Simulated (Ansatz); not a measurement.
## AlAs (F-43m): converging the G0W0 gap

How do accuracy and time trade against each other in G0W0 on AlAs (F-43m)?

Program: Ansatz 0.2.0. Level of theory: G0W0 on PBE, plane waves, PAW. Results are calculated unless marked as measured.

## Step 1: Set-up

Symmetry: F-43m, No. 216, cubic system. The conventional cell has a = 5.661 Å, b = 5.661 Å, c = 5.661 Å, α = 90.00°, β = 90.00°, γ = 90.00°. Nearest to Al lie 4 As at 2.45 Å. Nearest to As lie 4 Al at 2.45 Å. Farther neighbours are not listed.

The cell and positions come from the Crystallography Open Database and are kept as given unless a step says otherwise.

## Step 2: 189 empty bands, screening to 150 eV

Now the one-shot GW correction: screening in the RPA, then the self-energy of the levels asked for. This step takes hard PAW files.

The input, input.yaml:

```yaml
crystal:
  lattice:
    - [0.0, 2.8304, 2.8304]
    - [2.8304, 0.0, 2.8304]
    - [2.8304, 2.8304, 0.0]
  atoms:
    - { symbol: Al, position: [0.0, 0.0, 0.0] }
    - { symbol: As, position: [0.25, 0.25, 0.25] }
kpoints:
  mp_grid: { grid: [8, 8, 8] }
hamiltonian:
  xc: pbe
  pseudopotentials: { kind: paw, source: ansatz }
scf:
  occupations: { method: fixed }
gw:
  n_empty_bands: 189
  ecut_chi: 150
  qp_bands: [v2, c2]
  qp_kpoints: band_edges
  screening: { model: contour_deformation }
```

Run with:

```console
$ ansatz run input.yaml --threads 3 --pin off --max-ram 92160MiB --backend cuda --events-out ev --progress --plain --runs-dir out --devices 1 --max-vram 13GiB
```

Numbers of over 12 decimals in the logs are rounded to 6 here.

Output:

```text
GPUs: using 1 of 1 available (devices: 1).
Engine: ansatz 0.2.0, x86_64-unknown-linux-gnu
Pseudopotentials: kind: paw
Pseudopotential: Al, paw, valence charge 11, recommended cutoff 900 eV (normal), Al.paw.azcp
Pseudopotential: As, paw, valence charge 15, recommended cutoff 550 eV (normal), As.paw.azcp
Functional definition: PBE
  parameter kappa = 0.804
  parameter beta = 0.066725
  exchange = pbe_x(kappa = kappa, mu = beta*pi^2/3)
  correlation = pbe_c(beta = beta)
device memory: the entry about to start is reckoned to put 1.0 GiB on a device that reports 43.8 GiB free (of which the cap on the GPU budget leaves the run 13.0 GiB)
GPU FFT provider: cuFFT
GPU libraries: cuBLAS 13.8.2, cuFFT 12.4.0, cuSOLVER 12.3.4
Crystal: 2 atoms, lattice volume = 45.350 Å³
Basis set: ecut = 900 eV, 2733 PW (Γ)
Bands: 17, of which v1, the nominal top of the filled ones, is band 13 counted from 1 (12 counted from 0)
Symmetry: 24 space group operations
Space group: F-43m (ITA 216), of the structure as read, at distance tolerance 3.6e-5 Å
k-points: 29 of 512 (time reversal used)
Non-local potential: Al, projectors of the file, l = 0: 2, l = 1: 2, l = 2: 1
Non-local potential: As, projectors of the file, l = 0: 2, l = 1: 2, l = 2: 3, l = 3: 1
PAW form: soft (Blöchl's): semilocal exchange-correlation on the pseudo side does not see the compensation charge
PAW one-centre angular grid: Al, 110 points (default); XC on 64 Gauss nodes
PAW one-centre angular grid: As, 590 points (default); XC on 64 Gauss nodes
Initial density: superposition of atomic densities (chi_scale 0.1, normalization cell, long waves kept (reshape's long-wave potential 0.00 eV rms))
Initial wavefunctions: pseudopotential atomic-orbital guess
GPU buffer pool allocated for 64000 grid points (all kernels)
GPU transforms: local potential and band sums: pruned to the plane-wave sphere, on 40×40×40
Functional: x = pbe(κ = 0.804, μ = 0.219515), c = pbe(β = 0.066725)
SCF iter   1: F=—  HF=-7288.397529 eV  |F-HF|=—  |Δ(HF+E_count)|=         —  Δρ=4.41e-2  dr2=6.47e-1  ethr=3.10e-3  ⟨swp⟩=5.0  Hψ=2302  notcnv=0  defer=44
preconditioner: auto → none  [insulator: Δε(μ)=1.627 eV  Ē_g=9.970 eV  n_scr=14 (ndim 8)  ℏωp=15.6 eV  f_vac=0.000  ε∞_Penn≈3.4]
SCF iter   2: F=—  HF=-7288.247437 eV  |F-HF|=—  |Δ(HF+E_count)|=   1.50e-1  Δρ=1.83e-2  dr2=1.12e-1  ethr=2.49e-3  ⟨swp⟩=2.3  Hψ=811  notcnv=0  defer=50
SCF iter   3: F=—  HF=-7288.229941 eV  |F-HF|=—  |Δ(HF+E_count)|=   1.75e-2  Δρ=2.41e-3  dr2=2.15e-3  ethr=4.33e-4  ⟨swp⟩=2.0  Hψ=614  notcnv=0  defer=51
SCF iter   4: F=—  HF=-7288.229759 eV  |F-HF|=—  |Δ(HF+E_count)|=   1.81e-4  Δρ=6.26e-4  dr2=2.16e-4  ethr=8.25e-6  ⟨swp⟩=3.0  Hψ=879  notcnv=0  defer=52
SCF iter   5: F=—  HF=-7288.229722 eV  |F-HF|=—  |Δ(HF+E_count)|=   3.67e-5  Δρ=1.80e-4  dr2=7.64e-6  ethr=8.30e-7  ⟨swp⟩=2.0  Hψ=818  notcnv=0  defer=52
SCF iter   6: F=—  HF=-7288.229730 eV  |F-HF|=—  |Δ(HF+E_count)|=   8.01e-6  Δρ=3.27e-5  dr2=2.12e-7  ethr=2.94e-8  ⟨swp⟩=2.0  Hψ=609  notcnv=0  defer=23
SCF iter   7: F=-7288.229731 eV  HF=-7288.229731 eV  |F-HF|=2.29e-9  |Δ(HF+E_count)|=   3.11e-7  Δρ=4.05e-6  dr2=5.97e-9  ethr=3.85e-10  ⟨swp⟩=6.9  Hψ=2577  notcnv=0
SCF 1 converged in 7 iterations: F = -7288.229731 eV  dr2 = 5.97e-9
  greatest PAW one-centre occupation: 0.994 electrons in one spin orbital (limit 2), on the As atom at site 1 (counted from 0), in its partial waves of l = 2
device memory: the entry about to start is reckoned to put 1.0 GiB (of the 1.1 GiB reckoned in all, the device holds 0.1 GiB already) on a device that reports 41.8 GiB free (of which the cap on the GPU budget leaves the run 12.9 GiB)
NSCF: frozen V_eff on 29 k-points, pencils in batches of 32, up to order 68
the band table was solved once the SCF had ended and its energy, with any forces and stress, was formed, with the checks that follow a solve (2929 applications of the Hamiltonian). They found nothing against the state; the energy, forces and stress were not computed again (output.eigenvalues in the input reference)
device memory: the entry about to start is reckoned to put 4.6 GiB on a device that reports 41.3 GiB free (of which the cap on the GPU budget leaves the run 13.0 GiB)
NSCF: frozen V_eff on 29 k-points
G₀W₀ screening: q 1/29
[... further progress lines ...]
SCF converged after 7 iterations
Free energy (F): -7288.229731 eV
Harris-Foulkes:  -7288.229731 eV  (|F-HF|=2.29e-9)
Internal energy: -7288.229731 eV  (E = F + TS)
E sigma→0 (E₀):  -7288.229731 eV
Fermi energy:    7.081323 eV
--- Per-component energies (eV) ---
  E_band       = -788.645822
  E_kinetic    = 411.110697
  E_local      = -5211.576651  (includes V_loc(G=0)·N_el)
  E_nonlocal   = 345.567653
  E_hartree    = 1840.488601
  E_xc         = -202.723258
  E_vxc        = -182.052743  (∫ρ·V_xc dr)
  E_paw        = -2116.857124  (= ΣΔE_a)
  E_vpaw       = 167.327324  (= ΣTr[D̂ρ^β])
  E_aug_tail   = 0.000061  (compensation charges beyond the density's cutoff)
  E_ewald      = -2354.239711
  E_smearing   = -0.000000  (= −TS)
  E_closure    = 0.000000  (closes the sum)
  Σ components = -7288.229731   (vs F -7288.229731, Δ=0.00e0)
--- Band table (eV; the first three rows and the last of 29) ---
  k-point 0: bands = [... 9 lower, -4.7869, 7.0813, 7.0813, 7.0813, 9.1340, 11.3803, 11.3803, 11.3803]
  k-point 1: bands = [... 9 lower, -4.6342, 5.6565, 6.9207, 6.9207, 9.8794, 11.6623, 11.6623, 11.7851]
  k-point 2: bands = [... 9 lower, -4.2104, 3.6999, 6.6036, 6.6036, 9.7016, 12.0041, 12.0041, 13.5369]
  k-point 28: bands = [... 9 lower, -2.7899, 2.0003, 3.9099, 4.2641, 11.4138, 12.7303, 12.7959, 13.1505]
--- G₀W₀: contour deformation, 7 samples at zero and on the imaginary axis and 2 off it, 512 q-points, 189 empty bands' worth ---
  eigenvalues of the whole cell's RPA ε∞ on this k-mesh (on a slab, of 1 + 4πα/V) = 9.0805, 9.0805, 9.0805; static W/v taken at q = 0 is 0.110126
  bands read: the sum over 202 bands ends inside a degenerate multiplet in 3 slots, whose members it reads at an even weight; the widest, k=0: bands 202 to 204 (counted from 1) at 1/3 each
  gw.qp_kpoints: band_edges: 15 of 29 stored k-points solved, in 1 pass; an edge of the gap read off the rows below is read off those points alone
    valence top: of the k-points left out ik 6 came nearest to being solved in a further pass, in band 13 (counted from 1, as in the quasiparticle table): it holds the edge there only if its correction is more favourable than any solved in that band by at least 0.844 eV; those differ by 0.074 eV
    conduction bottom: of the k-points left out ik 19 came nearest to being solved in a further pass, in band 14 (counted from 1, as in the quasiparticle table): it holds the edge there only if its correction is more favourable than any solved in that band by at least 0.802 eV; those differ by 0.272 eV
    ik  band        ε_KS         Σx   Σc(E_QP)       V_xc       Z   E_QP_lin       E_QP  E_QP is
     0    12      7.0813   -15.6947     1.0269   -13.9472  0.7719     6.3550     6.3607  root
     0    13      7.0813   -15.6947     1.0269   -13.9472  0.7719     6.3550     6.3607  root
     0    14      9.1340    -9.7225    -3.8734   -13.8353  0.7862     9.3740     9.3734  root
     0    15     11.3803    -6.7150    -4.3519   -11.2272  0.7660    11.5410    11.5406  root
     1    12      6.9207   -15.6269     1.0780   -13.8247  0.7705     6.1905     6.1964  root
     1    13      6.9207   -15.6269     1.0780   -13.8247  0.7705     6.1905     6.1964  root
     1    14      9.8794    -9.1094    -3.9553   -13.2645  0.7807    10.0796    10.0791  root
     1    15     11.6623    -6.7285    -4.4512   -11.3407  0.7618    11.8237    11.8233  root
     2    12      6.6036   -15.5898     1.2050   -13.6483  0.7675     5.8604     5.8671  root
     2    13      6.6036   -15.5898     1.2050   -13.6483  0.7675     5.8604     5.8671  root
     2    14      9.7016    -8.0995    -3.9369   -12.1999  0.7823     9.8653     9.8650  root
     2    15     12.0041    -6.4181    -4.5645   -11.1342  0.7579    12.1562    12.1557  root
     3    12      6.3502   -15.6207     1.3168   -13.5551  0.7649     5.5942     5.6014  root
     3    13      6.3502   -15.6207     1.3168   -13.5551  0.7649     5.5942     5.6014  root
     3    14      9.3573    -8.0406    -3.8363   -12.0181  0.7847     9.4987     9.4984  root
     3    15     11.8899    -5.9551    -4.4923   -10.5773  0.7625    12.0202    12.0199  root
     4    12      6.2581   -15.6422     1.3586   -13.5299  0.7640     5.4971     5.5046  root
     4    13      6.2581   -15.6422     1.3586   -13.5299  0.7640     5.4971     5.5046  root
     4    14      9.2275    -8.0639    -3.7994   -11.9981  0.7854     9.3625     9.3623  root
     4    15     11.7734    -5.8177    -4.4445   -10.3843  0.7651    11.8958    11.8955  root
     5    12      6.5839   -15.4066     1.1847   -13.4890  0.7676     5.8443     5.8509  root
     5    13      6.5839   -15.4066     1.1847   -13.4890  0.7676     5.8443     5.8509  root
     5    14     10.5470    -9.7799    -4.0718   -14.0593  0.7750    10.7551    10.7546  root
     5    15     10.7378    -6.5113    -4.1407   -10.7562  0.7744    10.8421    10.8419  root
[...]
23    12      4.3968   -15.0505     2.0627   -12.2214  0.7380     3.6163     3.6304  root
    23    13      5.5433   -15.1622     1.5869   -12.8078  0.7567     4.7666     4.7759  root
    23    14     10.7566    -7.1497    -4.1880   -11.4384  0.7733    10.8574    10.8573  root
    23    15     11.3356    -6.0298    -4.2946   -10.3956  0.7718    11.4069    11.4067  root
    28    12      3.9099   -14.8251     2.3571   -11.6770  0.7263     3.1015     3.1190  root
    28    13      4.2641   -14.5471     2.0916   -11.6826  0.7371     3.4765     3.4912  root
    28    14     11.4138    -6.1712    -4.2522   -10.4090  0.7682    11.3993    11.3993  root
    28    15     12.7303    -7.8105    -4.8983   -12.9106  0.7400    12.9330    12.9321  root
```

Elapsed: 56 s, on 1 × NVIDIA H100 80GB HBM3 (shared by 6 runs) with 3 threads of AMD EPYC 7R13 (Zen 3), shared host; peak memory 1.6 GiB; 82 s of CPU time.

In the SCF lines HF is the Harris–Foulkes energy and dr2 the Hartree energy of the density residual, in eV; the loop may stop once dr2 is under the threshold and the program's other checks hold. Hψ counts applications of the Hamiltonian.

This step gave:

| Quantity | Value |
| --- | --- |
| bands summed | 202 |
| RPA ε∞ on this mesh (eigenvalues) | 9.080, 9.080, 9.080 |
| plane waves in the screening matrix | 169 |
| q-points in the mesh | 512 |
| G0W0 gap on the mesh | 2.131 eV |
| k of the valence top | 0, 0, 0 |
| k of the conduction bottom | 0, -0.5, -0.5 |
| starting gap on the mesh | 1.443 eV |
| Z at the valence top | 0.7719 |
| Z at the conduction bottom | 0.7917 |
| least direct G0W0 gap on the computed points | 3.013 eV |

The gap on the mesh goes from 1.44 eV to 2.13 eV, a correction of +0.69 eV. Between the two edge states, bare exchange in place of the xc potential would open the gap by 5.33 eV, and correlation takes back 4.64 eV.

## Step 3: 407 empty bands, screening to 250 eV

Another rung: the empty bands reach about as high as the screening cutoff, so the two stay in balance.

Changes to input.yaml since step 2:

```diff
@@ -16,4 +16,4 @@
 gw:
-  n_empty_bands: 189
-  ecut_chi: 150
+  n_empty_bands: 407
+  ecut_chi: 250
   qp_bands: [v2, c2]
```

Output:

```text
GPUs: using 1 of 1 available (devices: 1).
[...]
GPU FFT provider: cuFFT
GPU libraries: cuBLAS 13.8.2, cuFFT 12.4.0, cuSOLVER 12.3.4
Crystal: 2 atoms, lattice volume = 45.350 Å³
Basis set: ecut = 900 eV, 2733 PW (Γ)
Bands: 17, of which v1, the nominal top of the filled ones, is band 13 counted from 1 (12 counted from 0)
Symmetry: 24 space group operations
[...]
k-points: 29 of 512 (time reversal used)
[...]
GPU buffer pool allocated for 64000 grid points (all kernels)
[...]
SCF iter   1: F=—  HF=-7288.397529 eV  |F-HF|=—  |Δ(HF+E_count)|=         —  Δρ=4.41e-2  dr2=6.47e-1  ethr=3.10e-3  ⟨swp⟩=5.0  Hψ=2302  notcnv=0  defer=44
[...]
SCF iter   7: F=-7288.229731 eV  HF=-7288.229731 eV  |F-HF|=2.29e-9  |Δ(HF+E_count)|=   3.11e-7  Δρ=4.05e-6  dr2=5.97e-9  ethr=3.85e-10  ⟨swp⟩=6.9  Hψ=2577  notcnv=0
SCF 1 converged in 7 iterations: F = -7288.229731 eV  dr2 = 5.97e-9
[...]
NSCF: frozen V_eff on 29 k-points, pencils in batches of 32, up to order 68
[...]
NSCF: frozen V_eff on 29 k-points
G₀W₀ screening: q 1/29
[... further progress lines ...]
SCF converged after 7 iterations
Free energy (F): -7288.229731 eV
[...]
Internal energy: -7288.229731 eV  (E = F + TS)
E sigma→0 (E₀):  -7288.229731 eV
Fermi energy:    7.081323 eV
[...]
--- Band table (eV; the first three rows and the last of 29) ---
  k-point 0: bands = [... 9 lower, -4.7869, 7.0813, 7.0813, 7.0813, 9.1340, 11.3803, 11.3803, 11.3803]
  k-point 1: bands = [... 9 lower, -4.6342, 5.6565, 6.9207, 6.9207, 9.8794, 11.6623, 11.6623, 11.7851]
  k-point 2: bands = [... 9 lower, -4.2104, 3.6999, 6.6036, 6.6036, 9.7016, 12.0041, 12.0041, 13.5369]
  k-point 28: bands = [... 9 lower, -2.7899, 2.0003, 3.9099, 4.2641, 11.4138, 12.7303, 12.7959, 13.1505]
[...]
0    12      7.0813   -15.6947     0.9152   -13.9472  0.7719     6.2413     6.2491  root
     0    13      7.0813   -15.6947     0.9152   -13.9472  0.7719     6.2413     6.2491  root
     0    14      9.1340    -9.7225    -4.0009   -13.8353  0.7862     9.2460     9.2458  root
     0    15     11.3803    -6.7150    -4.3891   -11.2272  0.7660    11.5036    11.5034  root
     1    12      6.9207   -15.6269     0.9702   -13.8247  0.7705     6.0806     6.0886  root
     1    13      6.9207   -15.6269     0.9702   -13.8247  0.7705     6.0806     6.0886  root
     1    14      9.8794    -9.1094    -4.0615   -13.2645  0.7808     9.9730     9.9729  root
     1    15     11.6623    -6.7285    -4.4920   -11.3407  0.7618    11.7828    11.7825  root
[...]
28    12      3.9099   -14.8251     2.2921   -11.6770  0.7264     3.0333     3.0540  root
    28    13      4.2641   -14.5471     2.0299   -11.6826  0.7372     3.4121     3.4295  root
    28    14     11.4138    -6.1712    -4.3175   -10.4090  0.7683    11.3342    11.3340  root
    28    15     12.7303    -7.8105    -4.9799   -12.9106  0.7400    12.8508    12.8505  root
```

Run time: 3.4 min. Hardware: 1 × NVIDIA H100 80GB HBM3 (shared by 6 runs) with 3 threads; peak memory 2.6 GiB; 6.1 min of CPU time.

This step gave:

| Item | Value |
| --- | --- |
| bands summed | 420 |
| RPA ε∞ on this mesh (eigenvalues) | 9.083, 9.083, 9.083 |
| plane waves in the screening matrix | 411 |
| q-points in the mesh | 512 |
| G0W0 gap on the mesh | 2.206 eV |
| k of the valence top | 0, 0, 0 |
| k of the conduction bottom | 0, -0.5, -0.5 |
| starting gap on the mesh | 1.443 eV |
| Z at the valence top | 0.7719 |
| Z at the conduction bottom | 0.7918 |
| least direct G0W0 gap on the computed points | 2.997 eV |

Against the run with 8×8×8 mesh, 189 empty bands, screening to 150 eV, hard PAW files, the gap moves by +0.07 eV.

(Continued in part 2 of 2.)

[Paths, hosts, dates, memory and timing lines, banners, echoed tables and standing remarks are left out of the program output.]

[Logs are printed without paths, hosts, clocks, repeated set-up lines and the standing remarks that a program may print on its own settings, such as how far it seeks lower states.]

[Runs of the session that timed out or met a known fault of the program may be left out.]

[Cells called generated may have been cut or substituted from an entry of the Crystallography Open Database or the Materials Project.]

[Hosts, paths, dates, database ids (printed as entryN), source tags and the programs' standing remarks are cut or masked in the printed files.]
